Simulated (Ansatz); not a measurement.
CoO:

```
Co O
1.0
    -1.50800    1.50800    2.10725
     1.50800   -1.50800    2.10725
     1.50800    1.50800   -2.10725
Co O
1 1
Cartesian
  0.0000 0.0000 0.0000
  0.0000 0.0000 2.1073
```

Program: Ansatz 0.2.0. Alike in all runs: task single point; potentials or basis Ansatz PAW; cell as given; k mesh 9 × 9 × 9; cutoff (eV) 420; smearing gaussian 0.05 eV.

Question: Order these runs on this cell by their pressure, lowest first.
A. level LDA+U; spin collinear, random start; U Co d U = 7 eV
B. level PBE+U; spin collinear, program default start; U Co d U = 4 eV
C. level LDA+U; spin collinear, program default start; U Co d U = 3 eV; fixed moment (μB) 0

Answer: C (-29.2 GPa), A (-2.1 GPa), B (11.4 GPa).

Caveats: the magnetic or orbital state may not be the lowest; a cell with one magnetic atom can't hold antiferromagnetic order, which such compounds often take (some runs); the PAW data sets come from PBE, with cores solved anew for the run's functional, which leaves a small shift of forces and pressure (some runs); a pressure of tens of GPa on the cell as given is suspect, and the run, the potentials or the cell itself is likely at fault (some runs); the total moment is fixed, so each spin has its own Fermi level (some runs); the thresholds are loose for stress (some runs).
